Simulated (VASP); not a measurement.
Write the native input for VASP 6.6.1 that does the following.

```yaml
Task: relaxation of cell and atoms
Functional: LDA
Potentials_or_basis: VASP PAW LDA potentials, release 64 (Cd, Te)
Cutoff: 600 eV
k_mesh: 8 × 8 × 8
Occupations: gaussian, width 0.02 eV
Spin: no spin polarisation
Dipole_correction: no
Further_INCAR_settings: ALGO = Fast; EDIFF = 1e-07; IBRION = 2; EDIFFG = -0.005; NSW = 100; ISIF = 3
```

The structure of CdTe lies in POSCAR:

```
CdTe
1.0
    0.0000000000      3.2050000000      3.2050000000
    3.2050000000      0.0000000000      3.2050000000
    3.2050000000      3.2050000000      0.0000000000
Cd Te
1 1
Direct
    0.0000000000      0.0000000000      0.0000000000
    0.2500000000      0.2500000000      0.2500000000
```

These files were run (other wordings do the same):

INCAR

```
SYSTEM = CdTe
PREC     = Accurate       ! precision mode
ENCUT    = 600            ! plane-wave cutoff, eV
EDIFF    = 1E-7           ! SCF threshold, eV
ISMEAR   = 0              ! smearing method
SIGMA    = 0.02           ! smearing width, eV
LREAL    = .False.        ! projectors in reciprocal space
LASPH    = .True.         ! aspherical terms in the spheres
NELM     = 100            ! most SCF steps
ALGO     = Fast           ! electronic algorithm
ISIF     = 3              ! what is computed and relaxed
LWAVE    = .False.        ! write WAVECAR
LCHARG   = .False.        ! write CHGCAR
IBRION   = 2              ! ionic algorithm
NSW      = 100            ! ionic steps
EDIFFG   = -0.005         ! ionic threshold
```

KPOINTS

```
regular mesh
0
Gamma
  8 8 8
  0 0 0
```

Potentials or basis: VASP PAW LDA potentials, release 64 (Cd, Te).

Run with:

```sh
$ cat potpaw_LDA.64/Cd/POTCAR potpaw_LDA.64/Te/POTCAR > POTCAR
$ mpirun -np 1 vasp_std > vasp.out
```

It gave:

The relaxed volume is 33.07 Å³/atom. The relaxed cell is a = 4.539 Å, b = 4.539 Å, c = 4.539 Å, α = 60.00°, β = 60.00°, γ = 60.00°. The space group after relaxing (to 0.05 Å) is F-43m (No. 216), the energy gained by relaxing is 0.1 meV/atom and the ionic steps are 3. The pressure after relaxing is 0.0 GPa. The band gap on the k mesh is 0.64 eV, direct.

Caveat: spin-orbit coupling is left out, which moves the levels of the heavy elements.

Wall time 23 s on 1 thread of Intel(R) Xeon(R) 6975P-C (Granite Rapids) (shared host), peak memory 0.19 GiB.
